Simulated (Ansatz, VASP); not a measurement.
## One calculation of Na4F, two programs

The input INCAR:

```
  PREC = Accurate
  ENCUT = 600
  EDIFF = 1E-6
  ISMEAR = 0
  SIGMA = 0.1
  LREAL = F
  LASPH = T
  NELM = 100
  ALGO = Normal
  ISIF = 3
  LWAVE = F
  LCHARG = F
  GGA = PE
  IBRION = 2
  NSW = 100
  EDIFFG = -0.01
```

KPOINTS

```
regular mesh
0
Gamma
  8 8 8
```

The input POSCAR:

```
Na4F
1.0
   -3.1841105250      3.1841105250      3.1841105250
    3.1841105250     -3.1841105250      3.1841105250
    3.1841105250      3.1841105250     -3.1841105250
Na F
4 1
Direct
    0.5000000000      0.5000000000      0.5000000000
    0.0000000000      0.0000000000      0.5000000000
    0.0000000000      0.5000000000      0.0000000000
    0.5000000000      0.0000000000      0.0000000000
    0.0000000000      0.0000000000      0.0000000000
```

Input for Ansatz:

```yaml
crystal:
  lattice:
    - [-3.184110525, 3.184110525, 3.184110525]
    - [3.184110525, -3.184110525, 3.184110525]
    - [3.184110525, 3.184110525, -3.184110525]
  atoms:
    - { symbol: Na, position: [0.5, 0.5, 0.5] }
    - { symbol: Na, position: [0.0, 0.0, 0.5] }
    - { symbol: Na, position: [0.0, 0.5, 0.0] }
    - { symbol: Na, position: [0.5, 0.0, 0.0] }
    - { symbol: F, position: [0.0, 0.0, 0.0] }
basis:
  ecutwfc: 420
kpoints:
  mp_grid: { grid: [8, 8, 8] }
hamiltonian:
  xc: pbe
scf:
  occupations: { method: gaussian, width: 0.1 }
output:
  forces: true
  stress: true
  eigenvalues: true
relax:
  adjacent_minimum: "off"
  f_tol: 0.01
  max_steps: 80
  cell: { stress_tol: 0.05 }
```

Alike in both runs: task relaxation of cell and atoms; functional PBE; k mesh 8 × 8 × 8; occupations gaussian, width 0.1 eV; no spin polarisation.

|  | VASP | Ansatz |
| --- | --- | --- |
| version | VASP 6.6.1 | Ansatz 0.2.0 |
| potentials or method | VASP PAW PBE potentials, release 64 (Na_pv, F) | scalar-relativistic, plane waves, PAW |
| plane-wave cutoff (eV) | 600 | 420 |
| valence electrons in the cell | 35 | 43 |

|  | VASP | Ansatz | Ansatz less VASP |
| --- | --- | --- | --- |
| gap on the k mesh at the Fermi level, each at its own relaxed structure (eV) | none | none | - |
| relaxed volume (Å³/atom) | 25.43 | 25.60 | +0.173 |
| relaxed cell length with the largest relative difference (Å) | 5.486 | 5.499 | +0.0124 |

A gap of «none» marks a metal or a gap that the smearing closes. The two sets of potentials don't hold the same shells in valence.

Caveats: an odd number of electrons without spin polarisation forces a metal; a magnetic or distorted state may lie lower.
